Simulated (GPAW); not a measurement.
# Sb (P2_1/m) in GPAW: reference runs

Reference runs on Sb: the cell as given and a disturbed copy.

Everything below comes from runs of GPAW 26.7.0. Logs are shortened: lines on timing, memory, paths and dates and some standing lists are left out, and cuts for length are marked. The log counts tension as positive stress, the text compression.

### Step 1. The structure

Symmetry: P2_1/m, No. 11, monoclinic system. The conventional cell has a = 3.122 Å, b = 4.348 Å, c = 4.406 Å, α = 90.00°, β = 90.51°, γ = 90.00°. Around Sb (site symmetry m) lie 6 Sb at 3.04 to 3.15 Å.

This isn't the form of Sb at room conditions, which is rhombohedral.

### Step 2. Single point, PBE

File run.py:

```python
from ase import Atoms
from ase.dft.bandgap import bandgap
from ase.io import write
from ase.units import Bohr, GPa
from gpaw import GPAW, PW
from gpaw.elf import elf_from_dft_calculation

atoms = Atoms(['Sb', 'Sb'],
              cell=[[3.122402, 0.0, 0.0],
                    [0.0, 4.347518, 0.0],
                    [-0.038915, 0.0, 4.405852]],
              scaled_positions=[[0.011389, 0.25, 0.241166],
                                [0.988611, 0.75, 0.758834]],
              pbc=True)

calc = GPAW(mode=PW(600),
            xc='PBE',
            kpts={'size': (9, 6, 6), 'gamma': True},
            occupations={'name': 'fermi-dirac', 'width': 0.05},
            nbands=25,
            convergence={'density': 1e-05, 'energy': 1e-05},
            maxiter=150,
            txt='gpaw.txt')
atoms.calc = calc
energy = atoms.get_potential_energy()
forces = atoms.get_forces()
stress = atoms.get_stress()
calc.write('gs.gpw')
write('result.traj', atoms)
print(f'Energy: {energy:.6f} eV')
print('Forces (eV/A):')
print(forces.round(4))
print('Stress (GPa):', (stress / GPa).round(3))
print('Fermi level:', round(calc.get_fermi_level(), 4), 'eV')
print(f'Gap: {bandgap(calc)[0]:.4f} eV, direct: {bandgap(calc, direct=True)[0]:.4f} eV')

# fields on the real-space grid
write('density.cube', atoms, data=calc.get_pseudo_density() * Bohr**3)
write('potential.cube', atoms, data=calc.get_electrostatic_potential())
write('elf.cube', atoms, data=elf_from_dft_calculation(calc).data)
```

Potentials or basis: GPAW PAW data sets (gpaw-data 1.2.1), pw.

The run is started by

```
OMP_NUM_THREADS=1 python run.py
```

gpaw.txt:

```text
__  _  _
 | _ |_)|_||  |
 |__||  | ||/\| - 26.7.0

Input parameters:
  mode=PW(ecut=600.0),
  convergence={'density': 1e-05, 'energy': 1e-05},
  kpts=MonkhorstPack(size=(9, 6, 6), gamma=True),
  maxiter=150,
  nbands=25,
  occupations=Occupations(name='fermi-dirac', width=0.05),
  xc=XC(name='PBE')

Diagonalizing LCAO Hamiltonian
Converting LCAO to pw mode

                Sb

       Sb

Atoms  # Å, Bohr magnetons
|   | symbol |        x |        y |        z |    initial magnetic moments |
|---|--------|----------|----------|----------|-----------------------------|
| 0 |     Sb | 0.026176 | 1.086879 | 1.062542 | ( 0.0000,  0.0000,  0.0000) |
| 1 |     Sb | 3.057311 | 3.260638 | 3.343310 | ( 0.0000,  0.0000,  0.0000) |

Unit cell  # Å
| periodic |         x |        y |        z |  lengths |    angles |
|----------|-----------|----------|----------|----------|-----------|
|      yes |  3.122402 | 0.000000 | 0.000000 | 3.122402 | 90.000000 |
|      yes |  0.000000 | 4.347518 | 0.000000 | 4.347518 | 90.506056 |
|      yes | -0.038915 | 0.000000 | 4.405852 | 4.406024 | 90.000000 |

Number of symmetries: 2
Symmetry operations  # r_c * U_cc + t_c -> r_c
|   | kind |            matrix            |
|---|------|------------------------------|
| 0 |  E   |  1, 0, 0,  0, 1, 0,  0, 0, 1 |
| 1 |  i   | -1, 0, 0,  0,-1, 0,  0, 0,-1 |

BZ-sampling:
  Number of BZ points: 324
  Number of IBZ points: 164

  Monkhorst-Pack size: [9, 6, 6]
  Monkhorst-Pack shift: [0.0, 0.08333333333333333, 0.08333333333333333]

K-points  # in reciprocal-cell coordinates
|     |                                coordinates |     weight |
|-----|--------------------------------------------|------------|
|   0 | (  0.00000000,   0.00000000,   0.00000000) | 0.00308642 |
|   1 | (  0.00000000,   0.00000000,   0.16666667) | 0.00617284 |
|   2 | (  0.00000000,   0.00000000,   0.33333333) | 0.00617284 |
|   3 | (  0.00000000,   0.00000000,   0.50000000) | 0.00308642 |
|   4 | (  0.00000000,   0.16666667,  -0.33333333) | 0.00617284 |
|   5 | (  0.00000000,   0.16666667,  -0.16666667) | 0.00617284 |
|   6 | (  0.00000000,   0.16666667,   0.00000000) | 0.00617284 |
|   7 | (  0.00000000,   0.16666667,   0.16666667) | 0.00617284 |
|   8 | (  0.00000000,   0.16666667,   0.33333333) | 0.00617284 |
|   9 | (  0.00000000,   0.16666667,   0.50000000) | 0.00617284 |
| ... |                                            |            |
| 163 | (  0.44444444,   0.50000000,   0.50000000) | 0.00617284 |

Plane wave coefficients: 2017
Cutoff: 600.0 eV

Spin-components: 1 (collinear spins)
Bands:           25
Projectors:      12
Spin-degeneracy: 2
Datatype:        complex128

Parallelization:
  kpt:    1
  domain: 1
  band:   1

Density:
  Valence electrons: 30.0
  Components: 1
  Grid points: [18 25 25]
  Charge: 0.0  # |e|

Potential:
  Grid points: [18 25 25]

species:
  Sb:
    name:    Antimony
    Z:       51.0
    valence: 15
    core:    36
    charge:  0.0  # [|e|]
    compensation charges:
      type: gauss
      rc: 0.36  # [Å]
      lmax: 2
    cutoffs:
      filter: 2.23  # [Å]
      core: 2.23  # [Å]
    projectors
    | kind |    occ | energy [eV] | rcut [Å] |
    |------|--------|-------------|----------|
    |   5s |  2.000 |     -12.815 |    1.154 |
    |   5p |  3.000 |      -4.830 |    1.233 |
    |   4d | 10.000 |     -33.514 |    1.196 |
    |    s |        |      14.396 |    1.154 |
    |    p |        |      22.381 |    1.233 |
    |    d |        |      -6.303 |    1.196 |

    Using partial waves for Sb as LCAO basis

Reference energy: -352563.116496  # eV

eigensolver:
  PPCG
  Converge bands: occupied
  niter=2

density mixing:
  MSR1-Mixer
  Pratt-step length: 0.05
  Maximum mixing coefficient: 0.75
  Old densities: 10
  SVD Regularization: 0.005
  Good broyden scale: 1.0
  Trust region scale: 1.0
  Backstep threshold: 4.0
  History deletion threshold: 6.0
  Fourier metric: weight=20.0, sigma=0.015

occupation numbers:
  Fermi-Dirac:
    width: 0.0500  # eV

poisson solver:
  ecut: 4800.0  # eV

xc functional:
  name: PBE with 2 nearest neighbor stencil

convergence criteria:
[... 6 lines left out ...]
|iter     | |      energy | eigst |  dens |
|---------|-|-------------|-------|-------|
|iter:   1| |   -8.691017 | +0.40 |       |
|iter:   2| |   -8.698874 | -1.95 | -1.77 |
|iter:   3| |   -8.705407 | -2.76 | -1.79 |
|iter:   4| |   -8.707658 | -3.45 | -2.27 |
|iter:   5| |   -8.707843 | -4.77 | -2.97 |
|iter:   6| |   -8.707864c| -5.96 | -3.57 |
|iter:   7| |   -8.707865c| -7.00 | -4.33 |
|iter:   8| |   -8.707865c| -7.51c| -4.89 |
|iter:   9| |   -8.707865c| -7.90c| -5.71c|

Converged in 9 steps
Energy contributions relative to reference atoms: (reference = -352563.116496)

Energy contributions:
  Kinetic:          -0.773247
  Coulomb:          -0.676264
  Zero:              0.357258
  External:          0.000000
  Xc:               -7.609066
  Entropy:          -0.013090
  Spinorbit:         0.000000
  ----------------------------
  Free energy:      -8.714410
  Extrapolated:     -8.707865

dipole moment: (-0.000001, -0.000001, -0.000001)  # |e|*Ang

Fermi level: 6.879
Eigenvalues  # (at kpt = [0.000, 0.000, 0.000])
| band index |      eig [eV] | occ [0-2] |
|------------|---------------|-----------|
|          0 |       -22.461 |     2.000 |
|        ... |               |           |
|          6 |       -22.284 |     2.000 |
|          7 |       -22.283 |     2.000 |
|          8 |       -22.281 |     2.000 |
|          9 |       -22.209 |     2.000 |
|         10 |        -5.607 |     2.000 |
|         11 |        -0.539 |     2.000 |
[... 8 lines left out ...]
|         20 |        14.126 |     0.000 |
|         21 |        15.038 |     0.000 |
|        ... |               |           |
|         24 |        20.451 |     0.000 |

No gap
No difference between direct/indirect transitions

Forces  # eV/Ang
|        x |        y |        z |
|----------|----------|----------|
| -0.02909 |  0.00007 |  0.04224 |  # Sb   0
|  0.02909 | -0.00007 | -0.04224 |  # Sb   1

Stress tensor  # eV/Ang^3
|         x |        y |         z |
|-----------|----------|-----------|
| -0.002666 | 0.000000 | -0.000496 |
|  0.000000 | 0.000863 |  0.000000 |
| -0.000496 | 0.000000 | -0.000780 |

# Writing to gs.gpw (mode='')
```

Run time: 90 s. Hardware: 1 thread of Arm Neoverse V2, shared host; peak memory 0.32 GiB.

Results:

```yaml
Free_energy: -8.7144 eV
Pressure: 0.1 GPa
Largest_force: 0.051 eV/Å
Band_gap_on_the_k_mesh: none (metal or under the smearing width)
```

Forces on the atoms (eV/Å):
```
Sb  -0.029  0.000  0.042
Sb   0.029  0.000 -0.042
```

Spin-orbit coupling is left out, which matters for the levels of Sb.

### Step 3. Single point, PBE (atoms moved at random, drawn with an rms of 0.05 Å)

run.py: that of step 2 with these lines changed.

```diff
@@ -3,5 +3,4 @@
 from ase.io import write
-from ase.units import Bohr, GPa
+from ase.units import GPa
 from gpaw import GPAW, PW
-from gpaw.elf import elf_from_dft_calculation
 
@@ -11,4 +10,4 @@
                     [-0.038915, 0.0, 4.405852]],
-              scaled_positions=[[0.011389, 0.25, 0.241166],
-                                [0.988611, 0.75, 0.758834]],
+              scaled_positions=[[0.012176, 0.261488, 0.242609],
+                                [1.001542, 0.746485, 0.765354]],
               pbc=True)
@@ -35,6 +34 @@
 print(f'Gap: {bandgap(calc)[0]:.4f} eV, direct: {bandgap(calc, direct=True)[0]:.4f} eV')
-
-# fields on the real-space grid
-write('density.cube', atoms, data=calc.get_pseudo_density() * Bohr**3)
-write('potential.cube', atoms, data=calc.get_electrostatic_potential())
-write('elf.cube', atoms, data=elf_from_dft_calculation(calc).data)
```

Potentials or basis: GPAW PAW data sets (gpaw-data 1.2.1), pw.

The run is started by

```
OMP_NUM_THREADS=1 python run.py
```

gpaw.txt:

```text
__  _  _
 | _ |_)|_||  |
 |__||  | ||/\| - 26.7.0

Input parameters:
  mode=PW(ecut=600.0),
  convergence={'density': 1e-05, 'energy': 1e-05},
  kpts=MonkhorstPack(size=(9, 6, 6), gamma=True),
  maxiter=150,
  nbands=25,
  occupations=Occupations(name='fermi-dirac', width=0.05),
  xc=XC(name='PBE')

Diagonalizing LCAO Hamiltonian
Converting LCAO to pw mode

                Sb

       Sb

Atoms  # Å, Bohr magnetons
|   | symbol |        x |        y |        z |    initial magnetic moments |
|---|--------|----------|----------|----------|-----------------------------|
| 0 |     Sb | 0.028577 | 1.136824 | 1.068899 | ( 0.0000,  0.0000,  0.0000) |
| 1 |     Sb | 3.097433 | 3.245357 | 3.372036 | ( 0.0000,  0.0000,  0.0000) |

Unit cell  # Å
| periodic |         x |        y |        z |  lengths |    angles |
|----------|-----------|----------|----------|----------|-----------|
|      yes |  3.122402 | 0.000000 | 0.000000 | 3.122402 | 90.000000 |
|      yes |  0.000000 | 4.347518 | 0.000000 | 4.347518 | 90.506056 |
|      yes | -0.038915 | 0.000000 | 4.405852 | 4.406024 | 90.000000 |

Number of symmetries: 1
Symmetry operations  # r_c * U_cc + t_c -> r_c
|   | kind |            matrix            |
|---|------|------------------------------|
| 0 |  E   |  1, 0, 0,  0, 1, 0,  0, 0, 1 |

BZ-sampling:
  Number of BZ points: 324
  Number of IBZ points: 164

  Monkhorst-Pack size: [9, 6, 6]
  Monkhorst-Pack shift: [0.0, 0.08333333333333333, 0.08333333333333333]

K-points  # in reciprocal-cell coordinates
|     |                                coordinates |     weight |
|-----|--------------------------------------------|------------|
|   0 | (  0.00000000,   0.00000000,   0.00000000) | 0.00308642 |
|   1 | (  0.00000000,   0.00000000,   0.16666667) | 0.00617284 |
|   2 | (  0.00000000,   0.00000000,   0.33333333) | 0.00617284 |
|   3 | (  0.00000000,   0.00000000,   0.50000000) | 0.00308642 |
|   4 | (  0.00000000,   0.16666667,  -0.33333333) | 0.00617284 |
|   5 | (  0.00000000,   0.16666667,  -0.16666667) | 0.00617284 |
|   6 | (  0.00000000,   0.16666667,   0.00000000) | 0.00617284 |
|   7 | (  0.00000000,   0.16666667,   0.16666667) | 0.00617284 |
|   8 | (  0.00000000,   0.16666667,   0.33333333) | 0.00617284 |
|   9 | (  0.00000000,   0.16666667,   0.50000000) | 0.00617284 |
| ... |                                            |            |
| 163 | (  0.44444444,   0.50000000,   0.50000000) | 0.00617284 |

Plane wave coefficients: 2017
Cutoff: 600.0 eV

Spin-components: 1 (collinear spins)
Bands:           25
Projectors:      12
Spin-degeneracy: 2
Datatype:        complex128

Parallelization:
  kpt:    1
  domain: 1
  band:   1

Density:
  Valence electrons: 30.0
  Components: 1
  Grid points: [18 25 25]
  Charge: 0.0  # |e|

Potential:
  Grid points: [18 25 25]

species:
  Sb:
    name:    Antimony
    Z:       51.0
    valence: 15
    core:    36
    charge:  0.0  # [|e|]
    compensation charges:
      type: gauss
      rc: 0.36  # [Å]
      lmax: 2
    cutoffs:
      filter: 2.23  # [Å]
      core: 2.23  # [Å]
    projectors
    | kind |    occ | energy [eV] | rcut [Å] |
    |------|--------|-------------|----------|
    |   5s |  2.000 |     -12.815 |    1.154 |
    |   5p |  3.000 |      -4.830 |    1.233 |
    |   4d | 10.000 |     -33.514 |    1.196 |
    |    s |        |      14.396 |    1.154 |
    |    p |        |      22.381 |    1.233 |
    |    d |        |      -6.303 |    1.196 |

    Using partial waves for Sb as LCAO basis

Reference energy: -352563.116496  # eV

eigensolver:
  PPCG
  Converge bands: occupied
  niter=2

density mixing:
  MSR1-Mixer
  Pratt-step length: 0.05
  Maximum mixing coefficient: 0.75
  Old densities: 10
  SVD Regularization: 0.005
  Good broyden scale: 1.0
  Trust region scale: 1.0
  Backstep threshold: 4.0
  History deletion threshold: 6.0
  Fourier metric: weight=20.0, sigma=0.015

occupation numbers:
  Fermi-Dirac:
    width: 0.0500  # eV

poisson solver:
  ecut: 4800.0  # eV

xc functional:
  name: PBE with 2 nearest neighbor stencil

convergence criteria:
[... 6 lines left out ...]
|iter     | |      energy | eigst |  dens |
|---------|-|-------------|-------|-------|
|iter:   1| |   -8.687562 | +0.40 |       |
|iter:   2| |   -8.695460 | -1.95 | -1.77 |
|iter:   3| |   -8.701819 | -2.76 | -1.79 |
|iter:   4| |   -8.704036 | -3.44 | -2.27 |
|iter:   5| |   -8.704223 | -4.82 | -2.98 |
|iter:   6| |   -8.704243c| -5.92 | -3.55 |
|iter:   7| |   -8.704245c| -6.65 | -3.99 |
|iter:   8| |   -8.704245c| -7.60c| -4.54 |
|iter:   9| |   -8.704245c| -8.14c| -5.16c|

Converged in 9 steps
Energy contributions relative to reference atoms: (reference = -352563.116496)

Energy contributions:
  Kinetic:          -0.483400
  Coulomb:          -0.915666
  Zero:              0.357321
  External:          0.000000
  Xc:               -7.655704
  Entropy:          -0.013592
  Spinorbit:         0.000000
  ----------------------------
  Free energy:      -8.711041
  Extrapolated:     -8.704245

dipole moment: (-22.064394, 0.176991, 0.210684)  # |e|*Ang

Fermi level: 6.876
Eigenvalues  # (at kpt = [0.000, 0.000, 0.000])
| band index |      eig [eV] | occ [0-2] |
|------------|---------------|-----------|
|          0 |       -22.462 |     2.000 |
|        ... |               |           |
|          6 |       -22.282 |     2.000 |
|          7 |       -22.279 |     2.000 |
|          8 |       -22.278 |     2.000 |
|          9 |       -22.204 |     2.000 |
|         10 |        -5.620 |     2.000 |
|         11 |        -0.529 |     2.000 |
[... 8 lines left out ...]
|         20 |        13.995 |     0.000 |
|         21 |        15.006 |     0.000 |
|        ... |               |           |
|         24 |        20.478 |     0.000 |

No gap
No difference between direct/indirect transitions

Forces  # eV/Ang
|        x |        y |        z |
|----------|----------|----------|
| -0.01271 | -0.08483 |  0.06007 |  # Sb   0
|  0.01275 |  0.08481 | -0.06009 |  # Sb   1

Stress tensor  # eV/Ang^3
|         x |         y |         z |
|-----------|-----------|-----------|
| -0.005254 | -0.000086 | -0.000541 |
| -0.000086 |  0.000039 |  0.002737 |
| -0.000541 |  0.002737 | -0.001408 |

# Writing to gs.gpw (mode='')
```

Run time: 94 s. Hardware: 1 thread of Arm Neoverse V2, shared host; peak memory 0.32 GiB.

What came out:

* Free energy: -8.7110 eV
* Pressure: 0.4 GPa
* Largest force: 0.105 eV/Å
* Band gap on the k mesh: none (metal or under the smearing width)

Forces in eV/Å, atoms in the order of the input:
```
Sb  -0.013 -0.085  0.060
Sb   0.013  0.085 -0.060
```

Levels at points of the mesh, in eV from the Fermi level:
| k point | band 11 | band 12 | band 13 | band 14 | band 15 | band 16 | band 17 | band 18 | band 19 | band 20 |
| --- | --- | --- | --- | --- | --- | --- | --- | --- | --- | --- |
| (0.00, 0.00, 0.00) | -12.50 | -7.41 | -3.70 | -3.56 | 1.93 | 2.95 | 3.23 | 3.40 | 6.82 | 7.08 |
| (0.00, 0.00, 0.50) | -10.99 | -10.45 | -1.74 | -1.20 | -0.85 | -0.79 | 4.38 | 4.86 | 7.80 | 8.06 |
| (0.00, 0.50, 0.00) | -10.87 | -10.52 | -1.77 | -1.45 | -0.91 | -0.89 | 4.50 | 4.80 | 8.10 | 8.29 |
| (0.00, 0.50, 0.50) | -10.07 | -10.00 | -5.68 | -5.65 | 4.95 | 5.00 | 5.24 | 5.28 | 9.20 | 9.33 |
